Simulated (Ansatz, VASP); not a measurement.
In in VASP and in Ansatz

```xyz
7
Lattice="3.3638 0.0000 0.0000 -1.6819 2.9132 0.0000 0.0000 0.0000 31.1996" Properties=species:S:1:pos:R:3 pbc="T T T"
In    0.0000    1.9421    7.5000
In    0.0000    0.0000   10.1999
In    1.6819    0.9711   12.8999
In    0.0000    0.0000   15.5998
In    0.0000    1.9421   18.2997
In    0.0000    0.0000   20.9996
In    1.6819    0.9711   23.6996
```

Alike in both runs: task single point; functional PBE; k mesh 9 × 9 × 1; occupations fermi-dirac, width 0.05 eV; no spin polarisation.

|  | VASP | Ansatz |
| --- | --- | --- |
| version | VASP 6.6.1 | Ansatz 0.2.0 |
| potentials or method | VASP PAW PBE potentials, release 64 (In_d) | Ansatz PAW |
| plane-wave cutoff (eV) | 520 | 420 |
| valence electrons in the cell | 91 | 91 |

Ansatz gave:

| Property | Result |
| --- | --- |
| gap on the k mesh at the Fermi level (eV) | none |
| rms of the force components (eV/Å) | 0.065 |
| work function, face that differs most (eV) | 3.73 |

Task: Which values does VASP return?

Result: gap on the k mesh at the Fermi level (eV): none; rms of the force components (eV/Å): 0.066; work function, face that differs most (eV): 3.53.

Atom by atom the forces differ by 0.000 eV/Å (rms over components). A gap of «none» marks a metal or a gap that the smearing closes.
